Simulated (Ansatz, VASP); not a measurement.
## H (a cell with a defect): VASP beside Ansatz

```
CELL_PARAMETERS angstrom
-3.54602 5.70247 0.00000
-3.54602 -5.70247 0.00000
0.00000 0.00000 6.77549
ATOMIC_POSITIONS crystal
H 0.27455 0.64805 0.00595
H 0.69586 0.25996 0.00240
H 0.71651 0.78061 0.99223
H 0.22545 0.35195 0.99405
H 0.25000 0.50000 0.00000
H 0.78349 0.21939 0.00777
H 0.80414 0.74004 0.99760
H 0.26748 0.22432 0.44814
H 0.26883 0.72547 0.46872
H 0.78173 0.22589 0.47373
H 0.78064 0.72727 0.46502
H 0.23117 0.27453 0.53128
H 0.23252 0.77568 0.55186
H 0.71936 0.27273 0.53498
H 0.71827 0.77411 0.52627
```

Change from the starting cell: atom 5 (H) set half-way to the vacancy, atoms relaxed in the symmetry of that start.

Alike in both runs: functional PBE; k mesh 4 × 4 × 4; occupations gaussian, width 0.05 eV; no spin polarisation.

Ansatz relaxed the structure, and its values are those at the end. VASP's run is a single point on that final structure, the one shown.

|  | VASP | Ansatz |
| --- | --- | --- |
| version | VASP 6.6.1 | Ansatz 0.2.0 |
| potentials or method | VASP PAW PBE potentials, release 64 (H) | scalar-relativistic, plane waves, PAW |
| plane-wave cutoff (eV) | 520 | 420 |
| valence electrons in the cell | 15 | 15 |

Ansatz gave:

| Property | Result |
| --- | --- |
| gap on the k mesh at the Fermi level (eV) | none |
| pressure (GPa) | 0.0 |
| rms of the force components (eV/Å) | 0.008 |

Problem. What did VASP give for the same quantities?

Solution. gap on the k mesh at the Fermi level (eV): none; pressure (GPa): -0.2; rms of the force components (eV/Å): 0.004.

A gap of «none» marks a metal or a gap that the smearing closes. The functional is the same, so the differences come from potentials, cutoffs and numerics. Ansatz warned: «stress_scf_threshold_loose».
